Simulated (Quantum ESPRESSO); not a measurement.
The system is Ge.

```
CELL_PARAMETERS angstrom
1.39715 -2.60052 0.00000
1.39715 2.60052 0.00000
0.00000 0.00000 2.69823
ATOMIC_POSITIONS crystal
Ge 0.50000 0.50000 0.00000
```

This isn't the form of Ge at room conditions, which is diamond.

Below is the output of Quantum ESPRESSO 7.5 for this cell. Logs are shortened: lines on timing, memory, paths and dates and some standing lists are left out, and cuts for length are marked.

```text
This program is part of the open-source Quantum ESPRESSO suite
     for quantum simulation of materials; please cite
[... 13 lines left out ...]
     --------------------
     sticks:   dense  smooth     PW     G-vecs:    dense   smooth      PW
     Sum         859     431    151                18839     6725    1367

     Using Slab Decomposition

     bravais-lattice index     =            0
     lattice parameter (alat)  =       5.5786  a.u.
     unit-cell volume          =     132.3147 (a.u.)^3
     number of atoms/cell      =            1
     number of atomic types    =            1
     number of electrons       =        14.00
     number of Kohn-Sham states=           13
     kinetic-energy cutoff     =      52.0000  Ry
     charge density cutoff     =     414.0000  Ry
     scf convergence threshold =      2.0E-10
     mixing beta               =       0.5000
     number of iterations used =            8  plain     mixing
     energy convergence thresh.=      1.0E-05
     force convergence thresh. =      4.0E-04
     press convergence thresh. =      3.0E-01
     Exchange-correlation= SLA  PW   PSX  PSC
                           (   1   4  10   8   0   0   0)
     nstep                     =           40

     celldm(1)=   5.578601  celldm(2)=   0.000000  celldm(3)=   0.000000
     celldm(4)=   0.000000  celldm(5)=   0.000000  celldm(6)=   0.000000

     crystal axes: (cart. coord. in units of alat)
               a(1) = (   0.473278  -0.880913   0.000000 )
               a(2) = (   0.473278   0.880913   0.000000 )
               a(3) = (   0.000000   0.000000   0.914014 )

     reciprocal axes: (cart. coord. in units 2 pi/alat)
               b(1) = (  1.056462 -0.567593  0.000000 )
               b(2) = (  1.056462  0.567593 -0.000000 )
               b(3) = ( -0.000000  0.000000  1.094076 )

     PseudoPot. # 1 for Ge read from file:
     ge_pbesol_v1.4.uspp.F.UPF
     Pseudo is Ultrasoft + core correction, Zval = 14.0
     Generated by new atomic code, or converted to UPF format
     Using radial grid of  873 points,  6 beta functions with:
                l(1) =   0
                l(2) =   0
                l(3) =   1
                l(4) =   1
                l(5) =   2
                l(6) =   2
     Q(r) pseudized with  8 coefficients,  rinner =    1.400   1.400   1.400
                                                       1.400   1.400

     atomic species   valence    mass     pseudopotential
     Ge               14.00    72.63000     Ge( 1.00)

      8 Sym. Ops., with inversion, found
[... 666 lines left out ...]
     number of electrons       =        14.00
     number of Kohn-Sham states=           13
     kinetic-energy cutoff     =      52.0000  Ry
     charge density cutoff     =     414.0000  Ry
     scf convergence threshold =      2.0E-12
     mixing beta               =       0.5000
     number of iterations used =            8  plain     mixing
     press convergence thresh. =      3.0E-01
     Exchange-correlation= SLA  PW   PSX  PSC
                           (   1   4  10   8   0   0   0)

     celldm(1)=   5.578601  celldm(2)=   0.000000  celldm(3)=   0.000000
     celldm(4)=   0.000000  celldm(5)=   0.000000  celldm(6)=   0.000000

     crystal axes: (cart. coord. in units of alat)
               a(1) = (   0.432303  -0.791511   0.000000 )
               a(2) = (   0.432303   0.791511   0.000000 )
               a(3) = (   0.000000   0.000000   0.828355 )

     reciprocal axes: (cart. coord. in units 2 pi/alat)
               b(1) = (  1.156596 -0.631703  0.000000 )
               b(2) = (  1.156596  0.631703 -0.000000 )
               b(3) = ( -0.000000  0.000000  1.207211 )

     PseudoPot. # 1 for Ge read from file:
     ge_pbesol_v1.4.uspp.F.UPF
     Pseudo is Ultrasoft + core correction, Zval = 14.0
     Generated by new atomic code, or converted to UPF format
     Using radial grid of  873 points,  6 beta functions with:
                l(1) =   0
                l(2) =   0
                l(3) =   1
                l(4) =   1
                l(5) =   2
                l(6) =   2
     Q(r) pseudized with  8 coefficients,  rinner =    1.400   1.400   1.400
                                                       1.400   1.400

     atomic species   valence    mass     pseudopotential
     Ge               14.00    72.63000     Ge( 1.00)

      8 Sym. Ops., with inversion, found

   Cartesian axes

     site n.     atom                  positions (alat units)
         1        Ge     tau(   1) = (   0.4323029   0.0000000   0.0000000  )

     number of k points=   216  Fermi-Dirac smearing, width (Ry)=  0.0037

     Number of k-points >= 100: set verbosity='high' to print them.

     Dense  grid:    13983 G-vectors     FFT dimensions: (  36,  36,  30)

     Smooth grid:     5023 G-vectors     FFT dimensions: (  24,  24,  24)

     Initial potential from superposition of free atoms

     starting charge      13.9992, renormalised to      14.0000
     Starting wfcs are    9 randomized atomic wfcs +    4 random wfcs

     Self-consistent Calculation

     iteration #  1     ecut=    52.00 Ry     beta= 0.50
     Davidson diagonalization with overlap
     c_bands:  1 eigenvalues not converged
     ethr =  1.00E-06,  avg # of iterations = 11.5

     total energy              =    -213.15576882 Ry
     estimated scf accuracy    <       0.00568013 Ry

     iteration #  2     ecut=    52.00 Ry     beta= 0.50
     Davidson diagonalization with overlap
     ethr =  4.06E-05,  avg # of iterations =  1.0
[... 70 lines left out ...]
          total   stress  (Ry/bohr**3)                   (kbar)     P=      299.87
   0.00203928   0.00000000   0.00000000          299.99        0.00        0.00
   0.00000000   0.00203725   0.00000000            0.00      299.69        0.00
   0.00000000   0.00000000   0.00203898            0.00        0.00      299.94

=------------------------------------------------------------------------------=
   JOB DONE.
=------------------------------------------------------------------------------=
```

Q: Write the input and the command behind it.

A: Relaxation of cell and atoms with PBEsol, no spin polarisation. The files as run (others can give the same):

pw.in
```
&CONTROL
  calculation = 'vc-relax'
  prefix = 'pwscf'
  outdir = './tmp'
  pseudo_dir = './pseudo'
  tprnfor = .true.
  tstress = .true.
  disk_io = 'low'
  nstep = 40
  forc_conv_thr = 0.0004
  etot_conv_thr = 1d-05
/
&SYSTEM
  ibrav = 0
  nat = 1
  ntyp = 1
  ecutwfc = 52
  ecutrho = 414
  nbnd = 13
  occupations = 'smearing'
  smearing = 'fd'
  degauss = 0.00367493
/
&ELECTRONS
  conv_thr = 2d-10
  electron_maxstep = 120
  mixing_beta = 0.5
/
&IONS
  ion_dynamics = 'bfgs'
/
&CELL
  cell_dynamics = 'bfgs'
  press = 300
  press_conv_thr = 0.3
/
ATOMIC_SPECIES
Ge    72.6300 ge_pbesol_v1.4.uspp.F.UPF
CELL_PARAMETERS angstrom
   1.3971490000   -2.6005160000    0.0000000000
   1.3971490000    2.6005160000    0.0000000000
   0.0000000000    0.0000000000    2.6982310000
ATOMIC_POSITIONS crystal
Ge     0.5000000000    0.5000000000    0.0000000000
K_POINTS automatic
11 11 10 0 0 0
```

Potentials or basis: GBRV 1.5 PBEsol.
Run with:
```console
$ OMP_NUM_THREADS=1 mpirun -n 2 pw.x -nk 2 -in pw.in > pw.out
```
